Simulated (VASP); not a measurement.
The system is ZnO (zincite).

```
CELL_PARAMETERS angstrom
3.24931 0.00000 0.00000
-1.62465 2.81398 0.00000
0.00000 0.00000 5.20571
ATOMIC_POSITIONS crystal
Zn 0.33333 0.66667 0.50000
Zn 0.66667 0.33333 0.00000
O 0.66667 0.33333 0.37901
O 0.33333 0.66667 0.87901
```

Base run:

| Item | Value |
| --- | --- |
| Program | VASP 6.6.1 |
| Functional | r2SCAN |
| Potentials or basis | VASP PAW PBE potentials, release 64 (Zn, O) |
| Cutoff | 520 eV |
| k mesh | 8 × 8 × 5 |
| Occupations | fermi-dirac, width 0.02 eV |
| Spin | no spin polarisation |

Its results: band gap on the k mesh 1.23 eV, direct; pressure -0.2 GPa; largest force 0.086 eV/Å.

Question: The run is repeated on the same cell with these changes: functional from r2SCAN to PBE. What comes out?

Answer: Band gap on the k mesh 0.79 eV, direct; pressure 6.0 GPa; largest force 0.074 eV/Å.

r2SCAN gives the wider gap, since meta-GGAs in the generalised Kohn-Sham scheme recover part of the derivative discontinuity.

Caveats: an odd mesh through Γ misses points on the zone boundary, where band edges often lie; the PAW data sets were made with another functional, which shifts forces and pressure a little (some runs).

Not every run made on this cell is shown here.
